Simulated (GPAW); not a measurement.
The system is Zr2O.

```
Zr O
1.0
     4.87635    0.00000    0.00000
     0.00000    4.87635    0.00000
     0.00000    0.00000    4.87635
Zr O
4 2
Cartesian
  3.6573 3.6573 3.6573
  1.2191 3.6573 1.2191
  3.6573 1.2191 1.2191
  1.2191 1.2191 3.6573
  2.4382 2.4382 2.4382
  0.0000 0.0000 0.0000
```

The cell comes from a database or a generator and needn't be the stable form of this composition.

Base run:

```yaml
Program: GPAW 26.7.0
Functional: PBEsol
Potentials_or_basis: PAW data sets generated in the run's folder for this functional
Cutoff: 800 eV
Basis: pw
k_mesh: 5 × 5 × 5
Occupations: fermi-dirac, width 0.05 eV
Spin: no spin polarisation
Hubbard_terms: Zr d U = 4 eV
```

Its results: pressure 0.4 GPa.

**Question.** The run is repeated on the same cell with these changes: hubbard terms from Zr d U = 4 eV to Zr d U = 1 eV. What comes out?

**Answer.** Pressure -5.2 GPa.

Caveats: U without spin polarisation on a metal has little footing.

Not every run made on this cell is shown here.
